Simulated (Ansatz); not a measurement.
# Mo3S: the cost of one run

Computed with Ansatz 0.2.0 (DFT PBE, scalar-relativistic, plane waves, PAW, unless a step's input says otherwise).

1 further run of the same task is left out (it didn't finish).

### 1 Starting point

Symmetry: Pm-3m, No. 221, cubic system. The conventional cell has a = 4.351 Å, b = 4.351 Å, c = 4.351 Å, α = 90.00°, β = 90.00°, γ = 90.00°. Mo (site symmetry 4/mmm) is surrounded by 2 S at 2.18 Å. S (site symmetry m-3m) has 6 Mo at 2.18 Å as nearest neighbours.

As a file:

```xyz
4
Lattice="4.3514 0.0000 0.0000 0.0000 4.3514 0.0000 0.0000 0.0000 4.3514" Properties=species:S:1:pos:R:3 pbc="T T T"
Mo    2.1757    0.0000    0.0000
Mo    0.0000    2.1757    0.0000
Mo    0.0000    0.0000    2.1757
S     0.0000    0.0000    0.0000
```

(A quick probe on a coarse mesh, which set the mesh and smearing, is not shown.)

### 3 A loose first relaxation

Contents of input.yaml:

```yaml
crystal:
  lattice:
    - [4.3513836429, 0.0, 0.0]
    - [0.0, 4.3513836429, 0.0]
    - [0.0, 0.0, 4.3513836429]
  atoms:
    - { symbol: Mo, position: [0.5, 0.0, 0.0], spin: 0.13 }
    - { symbol: Mo, position: [0.0, 0.5, 0.0], spin: 0.13 }
    - { symbol: Mo, position: [0.0, 0.0, 0.5], spin: 0.13 }
    - { symbol: S, position: [0.0, 0.0, 0.0] }
basis:
  ecutwfc: 420
kpoints:
  mp_grid: { grid: [4, 4, 4] }
hamiltonian:
  xc: pbe
scf:
  occupations: { method: gaussian, width: 0.1 }
  lower_state_search: "off"
output:
  forces: true
  stress: true
  eigenvalues: true
  populations: true
magnetization:
  spin_polarized: true
relax:
  adjacent_minimum: "off"
  f_tol: 0.04
  max_steps: 70
  cell: { stress_tol: 0.4 }
```

Command:

```sh
$ ansatz run input.yaml --threads 1 --pin off --max-ram 2560MiB --backend cpu --events-out ev --progress --plain --runs-dir out
```

**Question.** How long does this run take on 1 thread of Arm Neoverse V1, shared host, and how much memory does it need?

About 19 s, with a peak of 0.34 GiB.
